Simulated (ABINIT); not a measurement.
Ta:

```
CELL_PARAMETERS angstrom
-1.65128 1.65128 1.65128
1.65128 -1.65128 1.65128
1.65128 1.65128 -1.65128
ATOMIC_POSITIONS crystal
Ta 0.00000 0.00000 0.00000
```

Base run:

| Property | Result |
| --- | --- |
| Program | ABINIT 10.8.3 (patched build) |
| Functional | WC |
| Potentials or basis | JTH PAW PBE v2.0 |
| Cutoff | 626 eV |
| k mesh | 11 × 11 × 11 |
| Occupations | fermi-dirac, width 0.05 eV |
| Spin | no spin polarisation |

Its results: band gap on the k mesh none (metal or under the smearing width); pressure -3.7 GPa.

Question: After a change of settings the same cell gave: band gap on the k mesh none (metal or under the smearing width); pressure 4.6 GPa. Which change was it?
A. functional from WC to SCAN
B. functional from WC to revPBE
C. functional from WC to BLYP
D. functional from WC to PBEsol

Answer: B.

revPBE binds less tightly than WC, so the same cell stands under more pressure.

Caveats: the PAW data sets were made with another functional, which shifts forces and pressure a little; spin-orbit coupling is left out, which moves the levels of the heavy elements.

Runs at the PBE level aren't shown here.
